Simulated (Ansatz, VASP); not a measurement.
**B: VASP beside Ansatz**

```
B
1.0
     2.43824    1.40772    4.16659
    -2.43824    1.40772    4.16659
     0.00000   -2.81544    4.16659
B
12
Cartesian
  -1.5683 0.9055 2.8127
  0.0000 -1.8109 2.8127
  1.5683 0.9055 2.8127
  -1.5683 -0.9055 9.6871
  1.5683 -0.9055 9.6871
  0.0000 1.8109 9.6871
  -0.9953 0.5747 4.4707
  0.0000 -1.1493 4.4707
  0.9953 0.5747 4.4707
  -0.9953 -0.5747 8.0291
  0.9953 -0.5747 8.0291
  0.0000 1.1493 8.0291
```

Alike in both runs: functional PBEsol; k mesh 9 × 9 × 9; occupations gaussian, width 0.02 eV; no spin polarisation.

Ansatz relaxed the structure, and its values are those at the end. VASP's run is a single point on that final structure, the one shown.

|  | VASP | Ansatz |
| --- | --- | --- |
| version | VASP 6.6.1 | Ansatz 0.2.0 |
| potentials or method | VASP PAW PBE potentials, release 64 (B) | scalar-relativistic, plane waves, PAW |
| plane-wave cutoff (eV) | 520 | 420 |
| valence electrons in the cell | 36 | 36 |

```csv
,VASP,Ansatz,Ansatz less VASP
gap on the k mesh at the Fermi level (eV),1.35,1.35,+0.004
least direct gap on the mesh (eV),1.67,1.68,+0.004
pressure (GPa),0.4,0.0,-0.39
rms of the force components (eV/Å),0.015,0.001,-0.0143
```

The functional is the same, so the differences come from potentials, cutoffs and numerics.

Caveats: the PAW data sets were made with another functional, which shifts forces and pressure a little (VASP); an odd mesh through Γ misses points on the zone boundary, where band edges often lie. As with any semilocal functional, this PBEsol gap is likely too small.
